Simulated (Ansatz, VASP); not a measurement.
# Mo in VASP and in Ansatz

```xyz
1
Lattice="2.5579 0.0000 0.0000 0.0000 2.5579 0.0000 0.0000 0.0000 2.5579" Properties=species:S:1:pos:R:3 pbc="T T T"
Mo    0.0000    0.0000    0.0000
```

Alike in both runs: functional LDA; k mesh 12 × 12 × 12; occupations fermi-dirac, width 0.1 eV; no spin polarisation.

Ansatz relaxed the structure, and its values are those at the end. VASP's run is a single point on that final structure, the one shown.

|  | VASP | Ansatz |
| --- | --- | --- |
| version | VASP 6.6.1 | Ansatz 0.2.0 |
| potentials or method | VASP PAW LDA potentials, release 64 (Mo_sv) | plane waves (420 eV) with PAW, scalar-relativistic |
| plane-wave cutoff (eV) | 520 | 420 |
| valence electrons in the cell | 14 | 14 |

VASP gave:

```
pressure (GPa) : 1.0
```

Problem. What did Ansatz give for the same quantities?

Solution. Pressure (GPa): 0.0.

Ansatz warned: «pseudo_functional_mismatch».
